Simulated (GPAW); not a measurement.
Crystal: Mg.

```
Mg
1.0
     0.00000    3.48350    3.48350
     3.48350    0.00000    3.48350
     3.48350    3.48350    0.00000
Mg
3
Direct
  0.00000 0.00000 0.00000
  0.25000 0.25000 0.25000
  0.75000 0.75000 0.75000
```

The cell was built by a generator and needn't be a form met in nature.

* Program: GPAW 26.7.0
* Task: relaxation of cell and atoms
* Functional: BLYP
* Potentials or basis: PAW data sets generated in the run's folder for this functional
* Cutoff: 800 eV
* Basis: pw
* k mesh: 7 × 7 × 7
* Occupations: fermi-dirac, width 0.05 eV
* Spin: no spin polarisation

At the start: pressure 0.9 GPa; volume 28.18 Å³/atom.

Problem. How do energy, volume and symmetry change on relaxing?

Solution. Over 3 steps the energy falls by 3.5 meV/atom and the volume is 29.37 Å³/atom (+4.2 %); space group Fm-3m (No. 225, to 0.05 Å).

The path:
| step | energy change (eV) | largest force (eV/Å) | pressure (GPa) | volume (Å³) |
| --- | --- | --- | --- | --- |
| 1 | 0.0000 | 0.0000 | 0.94 | 84.54 |
| 2 | -0.0011 | 0.0000 | 0.88 | 84.74 |
| 3 | -0.0106 | 0.0000 | 0.03 | 88.11 |

Final structure:
```
Mg
1.0
     0.00000    3.53180    3.53180
     3.53180    0.00000    3.53180
     3.53180    3.53180    0.00000
Mg
3
Direct
  0.00000 0.00000 0.00000
  0.25000 0.25000 0.25000
  0.75000 0.75000 0.75000
```

Caveat: later steps reuse the first step's grids.
